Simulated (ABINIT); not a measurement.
# ZnS (F-43m) in ABINIT: notebook

The runs below take ZnS through band structure, equation of state, with LDA, AM05, WC.

Everything below comes from runs of ABINIT 10.8.3 (patched build). Logs are shortened: lines on timing, memory, paths and dates and some standing lists are left out, and cuts for length are marked. The log counts tension as positive stress, the text compression.

**Experimental background.**

“Electronic, vibrational, and thermodynamic properties of ZnS (zincblende and rocksalt structure)”, 2009, arxiv:0911.5022 quotes, for a bulk crystal of ZnS: band gap 3.85 eV (direct) at 19 K; bulk modulus 76.9 GPa.

The runs below are set against these values where they give the same quantity.

## 1. Starting point

Symmetry: F-43m, No. 216, cubic system. The conventional cell has a = 5.404 Å, b = 5.404 Å, c = 5.404 Å, α = 90.00°, β = 90.00°, γ = 90.00°. Zn (site symmetry -43m) is surrounded by 4 S at 2.34 Å. S (site symmetry -43m) has 4 Zn at 2.34 Å as nearest neighbours.

## 2. Band structure, LDA

File run.abi:

```
ndtset 2

pp_dirpath "./"
pseudos "Zn.upf, S.upf"

acell 7.2210310021 7.2210310021 7.2210310021
rprim
     0.0000000000     0.7071067812     0.7071067812
     0.7071067812     0.0000000000     0.7071067812
     0.7071067812     0.7071067812     0.0000000000
ntypat 2
znucl 30 16
natom 2
typat 1 2
xred
     0.7500000000     0.7500000000     0.7500000000
     0.0000000000     0.0000000000     0.0000000000

ecut 36.0

ixc 7

occopt 3
tsmear 0.05 eV

nstep 100

iomode 3
prtwf 0
prteig 0
prtebands 0
prtden1 1
prtvha1 1
prtvclmb1 1
prtpot1 1
prtelf1 1

kptopt1 1
ngkpt1 9 9 9
nshiftk1 1
shiftk1 0.0 0.0 0.0
nband1 17
tolvrs1 1.0e-10

iscf2 -2
getden2 1
nband2 21
nbdbuf2 2
tolwfr2 1.0e-12
kptopt2 -9
ndivsm2 8
prteig2 1
kptbounds2
     0.0000000000     0.0000000000     0.0000000000
     0.5000000000     0.0000000000     0.5000000000
     0.5000000000     0.2500000000     0.7500000000
     0.3750000000     0.3750000000     0.7500000000
     0.0000000000     0.0000000000     0.0000000000
     0.5000000000     0.5000000000     0.5000000000
     0.6250000000     0.2500000000     0.6250000000
     0.5000000000     0.2500000000     0.7500000000
     0.5000000000     0.5000000000     0.5000000000
     0.3750000000     0.3750000000     0.7500000000
```

Potentials or basis: PseudoDojo NC SR LDA v0.4 stringent.

The run is started by

```bash
abinit run.abi > log 2>&1
```

run.abo:

```text
.Version 10.8.3 of ABINIT
 DATASET    1 : space group F-4 3 m (#216); Bravais cF (face-center cubic)
================================================================================
 Values of the parameters that define the memory need for DATASET  1.
     intxc =       0    ionmov =       0      iscf =       7    lmnmax =       6
     lnmax =       6     mgfft =      40  mpssoang =       3    mqgrid =    3001
     natom =       2  nloc_mem =       1    nspden =       1   nspinor =       1
    nsppol =       1      nsym =      24    n1xccc =    2501    ntypat =       2
    occopt =       3   xclevel =       1
       mpw =        2761          nfft =       64000          nkpt =          35
================================================================================
================================================================================

 DATASET    2 : space group F-4 3 m (#216); Bravais cF (face-center cubic)
================================================================================
 Values of the parameters that define the memory need for DATASET  2.
     intxc =       0    ionmov =       0      iscf =      -2    lmnmax =       6
     lnmax =       6     mgfft =      40  mpssoang =       3    mqgrid =    3001
     natom =       2  nloc_mem =       1    nspden =       1   nspinor =       1
    nsppol =       1      nsym =      24    n1xccc =    2501    ntypat =       2
    occopt =       3   xclevel =       1
       mpw =        2776          nfft =       64000          nkpt =         139
================================================================================
================================================================================

--------------------------------------------------------------------------------
------------- Echo of variables that govern the present computation ------------
--------------------------------------------------------------------------------
 -outvars: echo values of preprocessed input variables --------
            acell      7.2210310021E+00  7.2210310021E+00  7.2210310021E+00 Bohr
              amu      6.53900000E+01  3.20660000E+01
             ecut      3.60000000E+01 Hartree
           getden1          0
           getden2          1
             iscf1          7
             iscf2         -2
                       outvar_i_n : Printing only first  50 k-points.
              ixc           7
           jdtset        1    2
                       outvar_i_n : Printing only first  50 k-points.
           kptopt1          1
           kptopt2         -9
         kptrlatt        9    0    0      0    9    0      0    0    9
          kptrlen1     6.49892790E+01
          kptrlen2     3.00000000E+01
            natom           2
            nband1         17
            nband2         21
           nbdbuf1          0
[... 1396 lines left out ...]
 ------------------------------------------------
 Atom  Sphere_radius  Integrated_density
    1        2.00000         18.12968972
    2        2.00000          3.90671905
================================================================================

 ----iterations are completed or convergence reached----

 Mean square residual over all n,k,spin=   49.608E-14; max=  99.989E-14
 reduced coordinates (array xred) for    2 atoms
       0.750000000000      0.750000000000      0.750000000000
       0.000000000000      0.000000000000      0.000000000000

 cartesian coordinates (angstrom) at end:
    1      4.05299999733097     4.05299999733097     4.05299999733097
    2      0.00000000000000     0.00000000000000     0.00000000000000
 length scales=  7.221031002100  7.221031002100  7.221031002100 bohr
              =  3.821205042943  3.821205042943  3.821205042943 angstroms
 Eigenvalues (hartree) for nkpt= 139  k points:
 kpt#   1, nband= 21, wtk=  1.00000, kpt=  0.0000  0.0000  0.0000 (reduced coord)
  -4.43823   -2.77014   -2.77014   -2.77014   -0.35681   -0.11252   -0.11252   -0.11252
  -0.09476   -0.09476    0.12548    0.12548    0.12548    0.19377    0.35429    0.35429
   0.35429    0.54856    0.55152    0.55152    0.65116
 kpt#   2, nband= 21, wtk=  1.00000, kpt=  0.0217  0.0000  0.0217 (reduced coord)
  -4.43823   -2.77014   -2.77014   -2.77014   -0.35663   -0.11254   -0.11248   -0.11248
  -0.09478   -0.09475    0.12339    0.12496    0.12496    0.19602    0.35326    0.35505
   0.35505    0.54829    0.55034    0.55174    0.65248
 kpt#   3, nband= 21, wtk=  1.00000, kpt=  0.0435  0.0000  0.0435 (reduced coord)
  -4.43823   -2.77014   -2.77014   -2.77014   -0.35609   -0.11262   -0.11234   -0.11234
  -0.09484   -0.09471    0.11781    0.12342    0.12342    0.20209    0.35027    0.35729
   0.35729    0.53979    0.55240    0.55526    0.65448
 kpt#   4, nband= 21, wtk=  1.00000, kpt=  0.0652  0.0000  0.0652 (reduced coord)
  -4.43823   -2.77014   -2.77014   -2.77014   -0.35519   -0.11274   -0.11213   -0.11213
  -0.09493   -0.09465    0.11002    0.12093    0.12093    0.21063    0.34562    0.36096
   0.36096    0.52775    0.55349    0.56320    0.65720
 kpt#   5, nband= 21, wtk=  1.00000, kpt=  0.0870  0.0000  0.0870 (reduced coord)
[... 525 lines left out ...]
  -0.09381   -0.08298   -0.04978    0.01389    0.06609    0.27834    0.35390    0.43862
   0.45217    0.51598    0.56806    0.69125    0.72655
 kpt# 137, nband= 21, wtk=  1.00000, kpt=  0.3929  0.3929  0.7143 (reduced coord)
  -4.43823   -2.77014   -2.77014   -2.77014   -0.31210   -0.10901   -0.10311   -0.09793
  -0.09373   -0.08236   -0.04840    0.01004    0.06317    0.27530    0.35061    0.44655
   0.46219    0.51002    0.56821    0.69603    0.74313
 kpt# 138, nband= 21, wtk=  1.00000, kpt=  0.3839  0.3839  0.7321 (reduced coord)
  -4.43823   -2.77014   -2.77014   -2.77014   -0.31142   -0.10924   -0.10268   -0.09819
  -0.09362   -0.08188   -0.04776    0.00841    0.06057    0.27240    0.34525    0.45518
   0.47107    0.50670    0.57045    0.69628    0.74967
 kpt# 139, nband= 21, wtk=  1.00000, kpt=  0.3750  0.3750  0.7500 (reduced coord)
  -4.43823   -2.77015   -2.77015   -2.77015   -0.31100   -0.10950   -0.10234   -0.09852
  -0.09348   -0.08172   -0.04756    0.00896    0.05834    0.26984    0.33866    0.46152
   0.47828    0.50792    0.57511    0.69206    0.74078

== END DATASET(S) ==============================================================
================================================================================

 -outvars: echo values of variables after computation  --------
            acell      7.2210310021E+00  7.2210310021E+00  7.2210310021E+00 Bohr
           etotal1    -2.2003869876E+02
            fcart1    -0.0000000000E+00 -0.0000000000E+00 -0.0000000000E+00
                      -0.0000000000E+00 -0.0000000000E+00 -0.0000000000E+00
            rprim      0.0000000000E+00  7.0710678120E-01  7.0710678120E-01
                       7.0710678120E-01  0.0000000000E+00  7.0710678120E-01
                       7.0710678120E-01  7.0710678120E-01  0.0000000000E+00
           strten1     2.1659606922E-04  2.1659606922E-04  2.1659606922E-04
                       0.0000000000E+00  0.0000000000E+00  0.0000000000E+00
           xangst      4.0529999973E+00  4.0529999973E+00  4.0529999973E+00
                       0.0000000000E+00  0.0000000000E+00  0.0000000000E+00
             xred      7.5000000000E-01  7.5000000000E-01  7.5000000000E-01
                       0.0000000000E+00  0.0000000000E+00  0.0000000000E+00
 Calculation completed.
```

It took 3.2 min on 1 thread of Intel Xeon Platinum 8488C (Sapphire Rapids), shared host; peak memory 0.19 GiB.

What came out:

```
Free energy                                           : -5987.5580 eV
Pressure                                              : -6.4 GPa
Band gap on the k mesh                                : 1.86 eV, direct
Band gap along the path                               : 1.86 eV, direct
Valence electrons inside the program's atomic spheres : Zn 18.13; S 3.91
```

Levels at the corners of the path, in eV from the valence-band top:
```
point  band 9  band 10  band 11  band 12  band 13  band 14  band 15  band 16  band 17  band 18
    Γ   -5.99    -5.99     0.00     0.00     0.00     1.86     6.23     6.23     6.23    11.51
    X   -5.92    -5.77    -4.66    -2.24    -2.24     3.19     3.88    10.69    11.74    11.74
    W   -6.03    -5.58    -4.68    -2.80    -2.77     5.52     5.89     7.66     8.00    12.19
    K   -5.96    -5.64    -4.71    -3.17    -1.83     3.93     5.80     9.14     9.60    10.41
    Γ   -5.99    -5.99     0.00     0.00     0.00     1.86     6.23     6.23     6.23    11.51
    L   -5.96    -5.79    -5.38    -0.88    -0.88     3.09     6.76     6.76     8.62    11.84
    U   -5.96    -5.64    -4.71    -3.17    -1.83     3.93     5.80     9.14     9.60    10.41
    W   -6.03    -5.58    -4.68    -2.80    -2.77     5.52     5.89     7.66     8.00    12.19
    L   -5.96    -5.79    -5.38    -0.88    -0.88     3.09     6.76     6.76     8.62    11.84
    K   -5.96    -5.64    -4.71    -3.17    -1.83     3.93     5.80     9.14     9.60    10.41
```

## 3. Band structure, AM05

Changes to run.abi since step 2:

```diff
@@ -1,6 +1,9 @@
+# Datasets: ground state, then fixed potential
 ndtset 2
 
+# Pseudopotentials
 pp_dirpath "./"
-pseudos "Zn.upf, S.upf"
+pseudos "Zn.GGA_PBE-JTH.xml, S.GGA_PBE-JTH.xml"
 
+# Structure
 acell 7.2210310021 7.2210310021 7.2210310021
@@ -18,11 +21,17 @@
 
-ecut 36.0
+# Plane-wave basis
+ecut 20.0
+pawecutdg 40.0
 
-ixc 7
+# Exchange and correlation
+ixc -120135
 
+# Bands and occupations
 occopt 3
-tsmear 0.05 eV
+tsmear 0.00183747
 
+# SCF cycle
 nstep 100
 
+# Output
 iomode 3
@@ -31,8 +40,6 @@
 prtebands 0
+enunit 1
 prtden1 1
-prtvha1 1
-prtvclmb1 1
-prtpot1 1
-prtelf1 1
 
+# Dataset 1
 kptopt1 1
@@ -41,8 +48,9 @@
 shiftk1 0.0 0.0 0.0
-nband1 17
-tolvrs1 1.0e-10
+nband1 13
+tolvrs1 1.0e-9
 
+# Dataset 2: bands along G-X-W-K-G-L-U-W-L-K
 iscf2 -2
 getden2 1
-nband2 21
+nband2 17
 nbdbuf2 2
@@ -52,2 +60,3 @@
 prteig2 1
+prtvol2 -3
 kptbounds2
```

Potentials or basis: JTH PAW PBE v2.0.

The run is started by

```bash
abinit run.abi > log 2>&1
```

Run time: 94 s. Hardware: 1 thread of Intel Xeon Platinum 8488C (Sapphire Rapids), shared host; peak memory 0.14 GiB.

Results (log left out):

| Property | Result |
| --- | --- |
| Free energy | -2031.1341 eV |
| Band gap on the k mesh | 2.08 eV, direct |
| Valence electrons inside the program's atomic spheres | Zn 10.80; S 3.59 |

Levels at the corners of the path, in eV from the valence-band top:
```tsv
point	band 5	band 6	band 7	band 8	band 9	band 10	band 11	band 12	band 13	band 14
Γ	-5.88	-5.88	0.00	0.00	0.00	2.08	6.30	6.30	6.30	11.59
X	-5.80	-5.65	-4.60	-2.24	-2.24	3.36	4.02	10.94	11.88	11.88
W	-5.92	-5.47	-4.63	-2.77	-2.74	5.67	5.99	7.79	8.16	12.38
K	-5.84	-5.52	-4.66	-3.14	-1.82	4.08	5.92	9.33	9.69	10.58
Γ	-5.88	-5.88	0.00	0.00	0.00	2.08	6.30	6.30	6.30	11.59
L	-5.85	-5.67	-5.33	-0.88	-0.88	3.25	6.84	6.84	8.85	12.11
U	-5.84	-5.52	-4.66	-3.14	-1.82	4.08	5.92	9.33	9.69	10.58
W	-5.92	-5.47	-4.63	-2.77	-2.74	5.67	5.99	7.79	8.16	12.38
L	-5.85	-5.67	-5.33	-0.88	-0.88	3.25	6.84	6.84	8.85	12.11
K	-5.84	-5.52	-4.66	-3.14	-1.82	4.08	5.92	9.33	9.69	10.58
```

Caveat: the cutoff is too short for stress, so the log's stress isn't used; the PAW data sets were made with another functional, which shifts forces and pressure a little.

## 4. Equation of state, WC

File run.abi:

```
ndtset 7
getwfk -1
scalecart1 3*0.9795861087
scalecart2 3*0.9864848297
scalecart3 3*0.9932883884
scalecart4 3*1.0000000000
scalecart5 3*1.0066227096
scalecart6 3*1.0131594038
scalecart7 3*1.0196128224

pp_dirpath "./"
pseudos "Zn.GGA_PBE-JTH.xml, S.GGA_PBE-JTH.xml"

acell 7.2210310021 7.2210310021 7.2210310021
rprim
     0.0000000000     0.7071067812     0.7071067812
     0.7071067812     0.0000000000     0.7071067812
     0.7071067812     0.7071067812     0.0000000000
ntypat 2
znucl 30 16
natom 2
typat 1 2
xred
     0.7500000000     0.7500000000     0.7500000000
     0.0000000000     0.0000000000     0.0000000000

ecut 20.0
pawecutdg 40.0

kptopt 1
ngkpt 9 9 9
nshiftk 1
shiftk 0.0 0.0 0.0

ixc 23

nband 13
occopt 3
tsmear 0.05 eV

nstep 100
tolvrs 1.0e-9

iomode 3
prtwf 1
prtden 0
prteig 0
prtebands 0
enunit 1
```

The run is started by

```bash
abinit run.abi > log 2>&1
```

Wall time 3.3 min (1 thread of Intel Xeon Platinum 8488C (Sapphire Rapids), shared host); peak memory 0.14 GiB.

It converged, with:

| Property | Result |
| --- | --- |
| Equilibrium volume | 19.22 Å³/atom |
| Bulk modulus | 80 GPa |
| Pressure derivative of the bulk modulus | 4.6 |

Energy against volume, from the lowest point:
```tsv
volume (Å³/atom)	energy (meV/atom)
18.543	6.14
18.938	0.88
19.332	0.00
19.727	3.02
20.121	9.58
20.516	19.22
20.910	31.66
```

Caveat: the cutoff is too short for stress, so the log's stress isn't used; pressures at fixed basis lie under the slope of the energies; the PAW data sets were made with another functional, which shifts forces and pressure a little.

## 5. Summary

```csv
task,level,potentials or basis,cutoff (eV),fine-grid cutoff,gap on the mesh (eV)
band structure,LDA,PseudoDojo NC SR LDA v0.4 stringent,980,-,1.86
band structure,AM05,JTH PAW PBE v2.0,544,1088.46 eV,2.08
equation of state,WC,JTH PAW PBE v2.0,544,1088.46 eV,-
```

Alike in all rows: no spin polarisation; cell as given; k mesh 9 × 9 × 9; smearing fermi-dirac 0.05 eV.

Caveats: the PAW data sets were made with another functional, which shifts forces and pressure a little (some runs); pressures at fixed basis lie under the slope of the energies (some runs).

Absolute energies hang on the potentials; compare differences alone.

## 6. How close it comes

Step 2. Against the measured gap of ZnS, 3.85 eV (direct; 19 K; quoted in “Electronic, vibrational, and thermodynamic properties of ZnS (zincblende and rocksalt structure)”, 2009, arxiv:0911.5022), the calculated 1.86 eV is off by -1.99 eV. So large a miss can be the level of theory's own, or it may mean another phase, state or a wrong row. The value is that of LDA, without temperature or zero-point motion. Semilocal functionals fall short of measured gaps as a rule.

Step 3. A measured gap of ZnS is 3.85 eV (direct; 19 K; quoted in “Electronic, vibrational, and thermodynamic properties of ZnS (zincblende and rocksalt structure)”, 2009, arxiv:0911.5022); the calculated 2.08 eV misses it by -1.77 eV. The value is that of AM05, without temperature or zero-point motion. Semilocal functionals fall short of measured gaps as a rule.

Step 4. Measured bulk modulus of ZnS: 76.9 GPa (quoted in “Electronic, vibrational, and thermodynamic properties of ZnS (zincblende and rocksalt structure)”, 2009, arxiv:0911.5022). This calculation gives 80 GPa (+4.0 %). The fit is for a static lattice scaled at fixed shape and fixed fractional positions.
